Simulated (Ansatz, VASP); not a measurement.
# Two plane-wave programs on TiSi2

```
Ti Si
1.0
     0.00000    4.11752    4.26290
     2.38951    0.00000    4.26290
     2.38951    4.11752    0.00000
Ti Si
2 4
Direct
  0.75000 0.75000 0.75000
  0.50000 0.50000 0.50000
  0.41257 0.08743 0.41257
  0.08743 0.41257 0.08743
  0.16257 0.83743 0.16257
  0.83743 0.16257 0.83743
```

The cell is a database's computed one.

Alike in both runs: task relaxation of cell and atoms; functional LDA; k mesh 7 × 7 × 7; occupations fermi-dirac, width 0.05 eV; no spin polarisation.

|  | VASP | Ansatz |
| --- | --- | --- |
| version | VASP 6.6.1 | Ansatz 0.2.0 |
| potentials or method | VASP PAW LDA potentials, release 64 (Ti_sv, Si) | Ansatz PAW |
| plane-wave cutoff (eV) | 600 | 420 |
| valence electrons in the cell | 40 | 40 |

VASP gave:

```
gap on the k mesh at the Fermi level, each at its own relaxed structure (eV) : none
relaxed volume (Å³/atom)                                                     : 13.51
relaxed cell length with the largest relative difference (Å)                 : 5.858
energy change over the relaxation (meV/atom)                                 : -8
```

**Question.** Estimate Ansatz's values.

**Answer.** gap on the k mesh at the Fermi level, each at its own relaxed structure (eV): none; relaxed volume (Å³/atom): 13.49; relaxed cell length with the largest relative difference (Å): 5.855; energy change over the relaxation (meV/atom): -9.

A gap of «none» marks a metal or a gap that the smearing closes.

Caveats: the plane-wave basis is chosen anew once the cell has moved, so the energies of steps on either side of that aren't comparable (Ansatz); the PAW data sets come from PBE, with cores solved anew for the run's functional, which leaves a small shift of forces and pressure (Ansatz).
